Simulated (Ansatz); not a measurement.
## P under strain — quadrupolar parameters

The cell is a COD entry, relaxed with PBE at fixed cell and then changed (z stretched by 3 %, ions relaxed).

```xyz
24
Lattice="5.5030 0.0000 0.0000 -1.9933 10.7001 0.0000 -1.8812 -1.2658 11.1117" Properties=species:S:1:pos:R:3 pbc="T T T"
P    -0.8512   -0.9477    7.5686
P     2.4797   10.3820    3.5432
P     1.8723    1.2193    6.0012
P    -0.2438    8.2150    5.1105
P     0.5052    0.3079    2.0861
P     1.1233    9.1264    9.0257
P     2.4938    3.3262    6.2079
P    -0.8653    6.1081    4.9039
P     3.1556    3.2398    0.3319
P    -1.5271    6.1945   10.7798
P    -0.3814   -0.9575    9.7247
P     2.0099   10.3918    1.3870
P     0.8769    2.5256    7.4809
P     0.7516    6.9087    3.6309
P     0.5283    2.8349    5.3264
P     1.1002    6.5994    5.7853
P    -0.5392    3.7943    1.4723
P     2.1677    5.6400    9.6394
P    -1.7770    0.5449    8.9117
P     3.4055    8.8894    2.2001
P     3.1885    5.1033    1.5171
P    -1.5600    4.3310    9.5946
P     3.1412    3.1453    2.5372
P    -1.5127    6.2890    8.5745
```

Atom numbers follow the list; atoms alike are taken as one site, whose name carries the number of the first.

Computed with Ansatz: DFT, PBE, plane waves and PAW, scalar-relativistic, 420 eV cutoff, Γ-centred 6×3×3 k-points, Fermi–Dirac smearing 0.02 eV.

Conventions: |V_zz| ≥ |V_yy| ≥ |V_xx|, η = (V_xx − V_yy)/V_zz, C_Q = eQV_zz/h.

Q: Which values are expected at the nuclei?

A: 

| site | atoms (order as listed) | first shell | V_zz (10²¹ V/m²) | η | C_Q (MHz) |
| --- | --- | --- | --- | --- | --- |
| P1 | 1, 2 | 3 P at 2.21 Å | 0.46 | 0.06 | – |
| P3 | 3, 4 | 3 P at 2.21 Å | 0.44 | 0.20 | – |
| P5 | 5, 6 | 3 P at 2.21 Å | 0.47 | 0.44 | – |
| P7 | 7, 8 | 3 P at 2.21 Å | 0.49 | 0.51 | – |
| P9 | 9, 10 | 3 P at 2.21 Å | 0.34 | 0.50 | – |
| P11 | 11, 12 | 3 P at 2.21 Å | 0.42 | 0.66 | – |
| P13 | 13, 14 | 3 P at 2.20–2.21 Å | 0.45 | 0.44 | – |
| P15 | 15, 16 | 3 P at 2.20–2.21 Å | 0.33 | 0.15 | – |
| P17 | 17, 18 | 3 P at 2.21 Å | 0.33 | 0.58 | – |
| P19 | 19, 20 | 3 P at 2.21 Å | 0.48 | 0.62 | – |
| P21 | 21, 22 | 3 P at 2.21 Å | 0.46 | 0.30 | – |
| P23 | 23, 24 | 3 P at 2.21 Å | 0.48 | 0.43 | – |

The structure holds P–P bonds (2.21 Å). At P1, P3, P5, P7, P9 and P11 and others V_zz stands upright on the plane through its three neighbours (within 12°) in each case.

P has no stable isotope with a ground-state quadrupole moment in the table, so no C_Q is given.
